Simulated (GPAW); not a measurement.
## Ce in GPAW: convergence with plane-wave cutoff (eV)

Ce:

```
Ce
1.0
     0.00000    2.58060    2.58060
     2.58060    0.00000    2.58060
     2.58060    2.58060    0.00000
Ce
1
Direct
  0.00000 0.00000 0.00000
```

```yaml
Program: GPAW 26.7.0
Task: convergence study
Functional: PBE
Potentials_or_basis: GPAW PAW data sets (gpaw-data 1.2.1)
Cutoff: 300 eV
Basis: pw
k_mesh: 7 × 7 × 7
Occupations: fermi-dirac, width 0.05 eV
Spin: collinear spin, ferromagnetic start
Starting_moments: "[1.0] μB"
```

These are the settings of the first run; the series varies plane-wave cutoff (eV), with any setting tied to it.

Hardware: 1 thread of Arm Neoverse V2 (shared host).

Task: The values tried are 300, 350, 400, 500, 600, 700, 800, 1000, 1200, loosest first. From which on does the largest site moment stay within 0.02 μB of the tightest run that finished?

Result: From 350 on.

```tsv
plane-wave cutoff (eV)	energy less the tightest run, at zero smearing (meV/atom)	pressure (GPa)	largest site moment (μB)	SCF cycles	CPU time (s)	peak memory (GiB)
300	65.40	-5.57	0.62	16	12	0.15
350	49.22	-5.53	0.63	17	13	0.15
400	31.49	-5.59	0.64	17	20	0.16
500	8.31	-5.20	0.65	17	19	0.17
600	5.86	-5.10	0.65	17	28	0.18
700	3.03	-5.13	0.65	17	33	0.19
800	1.13	-5.08	0.65	17	35	0.2
1000	0.56	-5.08	0.65	17	48	0.23
1200	0.00	-5.06	0.65	17	64	0.26
```

Against the tightest run, the energy stays within 1 meV/atom from 1000 on; the pressure stays within 0.1 GPa from 600 on. The tightest run that finished is the yardstick and may itself not be fully converged.

Caveat, for the tightest run too: one-centre terms of the f shell are cut off; the magnetic or orbital state may not be the lowest. The state reached can hang on the start; a lower one may exist.
